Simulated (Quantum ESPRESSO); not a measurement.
# CoPdO2 in Quantum ESPRESSO: the effect of target pressure

CoPdO2:

```xyz
4
Lattice="1.4317 0.8266 5.9578 -1.4317 0.8266 5.9578 0.0000 -1.6532 5.9578" Properties=species:S:1:pos:R:3 pbc="T T T"
Pd    0.0000    0.0000    0.0000
Co    0.0000    0.0000    8.9367
O     0.0000    0.0000    2.0103
O     0.0000    0.0000   15.8630
```

The cell is a database's computed one.

Alike in all runs:

- Program: Quantum ESPRESSO 7.5
- Task: relaxation of cell and atoms
- Functional: PBEsol
- Potentials or basis: GBRV 1.5 PBEsol
- Cutoff: 871 eV
- Density cutoff: 7007 eV
- k mesh: 5 × 5 × 5
- Occupations: fermi-dirac, width 0.05 eV
- Spin: collinear spin, ferromagnetic start
- Starting moments: [0.0, 2.0, 0.0, 0.0] μB

Each run relaxes the cell or the atoms first.

Task: One run gave: relaxed volume 9.97 Å³/atom. Which target pressure did it use?
A. 2 GPa
B. 20 GPa
C. 0 GPa
D. 5 GPa
E. 30 GPa

Result: D.

```tsv
target pressure	relaxed volume (Å³/atom)
0 GPa	10.19
2 GPa	10.10
5 GPa	9.97
10 GPa	9.77
20 GPa	9.44
30 GPa	9.16
```

Caveats: all runs use coarse meshes.
